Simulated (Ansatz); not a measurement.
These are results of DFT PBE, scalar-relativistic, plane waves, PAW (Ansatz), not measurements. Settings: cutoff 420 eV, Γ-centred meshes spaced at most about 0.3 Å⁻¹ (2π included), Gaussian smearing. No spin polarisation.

Temperature and zero-point effects are left out.

Question: Order these relaxed structures of PbF₂ by energy, lowest first, with the energy over the lowest of them.
1.

```cif
data_structure
_symmetry_space_group_name_H-M 'P3_121'
_symmetry_Int_Tables_number 152
_cell_length_a 7.4540
_cell_length_b 7.4540
_cell_length_c 3.8747
_cell_angle_alpha 90.000
_cell_angle_beta 90.000
_cell_angle_gamma 120.000
_cell_volume 186.44
loop_
_atom_site_label
_atom_site_type_symbol
_atom_site_symmetry_multiplicity
_atom_site_Wyckoff_symbol
_atom_site_fract_x
_atom_site_fract_y
_atom_site_fract_z
_atom_site_occupancy
Pb1 Pb 3 a 0.40829 0.00000 0.33333 1
F1 F 6 c 0.23312 0.43390 0.17690 1
```

2.

```cif
data_structure
_symmetry_space_group_name_H-M 'Fm-3m'
_symmetry_Int_Tables_number 225
_cell_length_a 5.9997
_cell_length_b 5.9997
_cell_length_c 5.9997
_cell_angle_alpha 90.000
_cell_angle_beta 90.000
_cell_angle_gamma 90.000
_cell_volume 215.97
loop_
_atom_site_label
_atom_site_type_symbol
_atom_site_symmetry_multiplicity
_atom_site_Wyckoff_symbol
_atom_site_fract_x
_atom_site_fract_y
_atom_site_fract_z
_atom_site_occupancy
Pb1 Pb 4 a 0.00000 0.00000 0.00000 1
F1 F 8 c 0.25000 0.25000 0.75000 1
```

3.

```cif
data_structure
_symmetry_space_group_name_H-M 'P4/mmm'
_symmetry_Int_Tables_number 123
_cell_length_a 3.2907
_cell_length_b 3.2907
_cell_length_c 6.4925
_cell_angle_alpha 90.000
_cell_angle_beta 90.000
_cell_angle_gamma 90.000
_cell_volume 70.30
loop_
_atom_site_label
_atom_site_type_symbol
_atom_site_symmetry_multiplicity
_atom_site_Wyckoff_symbol
_atom_site_fract_x
_atom_site_fract_y
_atom_site_fract_z
_atom_site_occupancy
Pb1 Pb 1 c 0.50000 0.50000 0.00000 1
F1 F 2 g 0.00000 0.00000 0.19204 1
```

Answer: 2 (0 meV/atom), 1 (111 meV/atom), 3 (374 meV/atom). Forms: cell 2 fluorite type, Fm-3m; cell 1 P3_121; cell 3 P4/mmm. Counting F atoms around Pb (those within 1.25 times the shortest such distance or 1.15 times the sum of covalent radii, 1.27 where that leaves under three; the shortest distance is added where it exceeds 1.18 times the sum of covalent radii): cell 2 has Pb 8 from 2.6 Å; cell 1 has Pb 6 from 2.4 Å; cell 3 has Pb 8 from 2.6 Å. Origin: cell 1 and cell 3, invented; cell 2, reached from a cell as deposited in COD, among other starts.

No dispersion correction is applied, so the spacing and binding between layers, chains or molecules are poorly described (P4/mmm), and this can change margins and order among such cells. These runs have no spin–orbit coupling, which can matter for Pb. Cells relaxed within their symmetry can be saddle points. Some types were kept out of the candidates beforehand, so the set may lack a known form.
